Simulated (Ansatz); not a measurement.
# One input, then a changed one: Si (hcp type)

First run: DFT, PBEsol, all-electron PAW with datasets made for the crystal, scalar-relativistic (Ansatz 0.2.0).

Command: `ansatz run input.yaml --threads 1 --pin off --max-ram 2048MiB --backend cpu --events-out ev --progress --plain --runs-dir out` It took 8.7 s on 1 thread of Arm Neoverse V1 (shared host), peak memory 0.29 GiB.

```yaml
crystal:
  lattice:
    - [2.6926476005, 0.0, 0.0]
    - [-1.3463238003, 2.3319012254, 0.0]
    - [0.0, 0.0, 4.445335181]
  atoms:
    - { symbol: Si, position: [0.3333333333, 0.6666666667, 0.25] }
    - { symbol: Si, position: [0.6666666667, 0.3333333333, 0.75] }
kpoints:
  mp_grid: { grid: [17, 17, 9] }
scf:
  occupations: { method: fermi_dirac, width: 0.08 }
hamiltonian:
  xc: pbesol
  pseudopotentials: { kind: all_electron, datasets: crystal }
output:
  forces: true
  stress: true
  eigenvalues: true
```

The cell comes from a relaxation on PAW files under the same functional, begun from a prototype that needn't be the stable phase.

This run: the series' base cell.

It converges in 6 SCF iterations at a pressure of 0.02 GPa.

The input is then changed:

```diff
   occupations: { method: fermi_dirac, width: 0.08 }
+  convergence: { dr2_threshold: 1.0e-09 }
 hamiltonian:
```

Question: Predict the outcome of the changed run.

Answer: It converges in 7 SCF iterations at a pressure of 0.02 GPa, free energy 0.0 meV/atom against the first run's. Results part of its log:
```
SCF 1 converged in 7 iterations: F = -15755.185073 eV  dr2 = 1.24e-11
  Residual-converged pass: ⟨swp⟩=3.0  Hψ=2829  notcnv=0  max |occ|·‖R‖ = 6.7e-7 eV (tolerance 6.7e-7 eV)  dr2=1.08e-11  dr2_onsite=2.00e-11  max |Δocc| = 2.8e-9
  greatest PAW one-centre occupation: 0.607 electrons in one spin orbital (limit 2), on the Si atom at site 1 (counted from 0), in its partial waves of l = 0
SCF converged after 7 iterations
Free energy (F): -15755.185073 eV
Harris-Foulkes:  -15755.185073 eV  (|F-HF|=1.64e-11)
Internal energy: -15755.168036 eV  (E = F + TS)
E sigma→0 (E₀):  -15755.176555 eV
Entropy (-TS):   -0.017037 eV (-8.519 meV/atom)
Past the cutoff: the bands carry plane waves up to 1.75 times it, of which those up to 1.5 times it add -0.000056 eV an atom, each by itself; the spheres take 0.000046 eV an atom off the energy for waves past 1.75 times it
By the cutoff:   a pressure is off by up to 0.005 GPa (1.2 times the spheres' own share and the shells' term, over an atom's volume, and 0.004 GPa: a bound that held against runs at twice the plane waves)
Past the cutoffs: a stress includes 0.0001 GPa for waves and charges beyond them, in addition to the slope of what the spheres take
In the spheres:  the bands' charges fall short by 8.9e-7 e at most (sound up to 1e-3)
Fermi energy:    12.967175 eV
--- Per-component energies (eV) ---
  E_band       = 56.898837
  E_kinetic    = 88.790753
  E_local      = 47.591849  (includes V_loc(G=0)·N_el)
  E_nonlocal   = 5.367811
  E_hartree    = 0.740573
  E_xc         = -77.373019
  E_vxc        = -99.888496  (∫ρ·V_xc dr)
  E_paw        = -15743.132215  (= ΣΔE_a)
  E_vpaw       = -185.666810  (= ΣTr[D̂ρ^β])
  E_ewald      = -276.376384
  E_smearing   = -0.017037  (= −TS)
  E_closure    = 199.222596  (closes the sum)
  Σ components = -15755.185073   (vs F -15755.185073, Δ=0.00e0)
  The terms above E_closure are by the made datasets' own strengths, without shells solved beside the bands.
--- Forces (eV/Å), atoms counted from 1 ---
  atom   1  Si    -0.00000000    -0.00000000     0.00000000
  atom   2  Si     0.00000000     0.00000000     0.00000000
  max |Σ_I F_I| component: 9.25e-18 eV/Å
--- Stress (GPa, compression-positive) ---
        0.004322       0.000000       0.000000
        0.000000       0.004322       0.000000
        0.000000       0.000000       0.041419
  P = ⅓ Tr σ = 0.0167 GPa (0.167 kbar)
--- Band table (eV; the first three rows and the last of 165) ---
  k-point 0: bands = ["-1.8393", "5.0841", "5.7096", "21.5223", "21.5223", "22.8889", "22.8889", "24.3933"]
  k-point 1: bands = ["-1.7485", "3.8699", "7.0864", "21.5957", "21.5957", "22.2658", "22.9595", "22.9595"]
  k-point 2: bands = ["-1.4764", "2.5554", "8.8875", "19.9152", "21.8147", "21.8147", "23.1583", "23.1583"]
  k-point 164: bands = ["7.5047", "7.9133", "8.3827", "8.7905", "9.4600", "10.2068", "19.8706", "20.2634"]
```
